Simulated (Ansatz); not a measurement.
The system is As.

```
As
1.0
     2.70368    0.00000    0.00000
     0.00000    2.70368    0.00000
     0.00000    0.00000    2.70368
As
1
Direct
  0.50000 0.50000 0.50000
```

This isn't the form of As at room conditions, which is rhombohedral.

Base run:

| Property | Result |
| --- | --- |
| Program | Ansatz 0.2.0 |
| Functional | PBEsol |
| Potentials or basis | all-electron PAW datasets made for the crystal |
| Cutoff | 180 eV |
| Density cutoff | 720 eV |
| k mesh | 10 × 10 × 10 |
| Occupations | fermi-dirac, width 0.05 eV |
| Spin | no spin polarisation |

Its results: pressure -1.6 GPa.

Q: The run is repeated on the same cell with these changes: functional from PBEsol to LDA; potentials or basis from all-electron PAW datasets made for the crystal to all-electron LAPW, scalar-relativistic; cutoff from 180 eV to 237 eV; density cutoff from 720 eV to 948 eV. What comes out?

A: Pressure -3.2 GPa.

Not every run made on this cell is shown here.
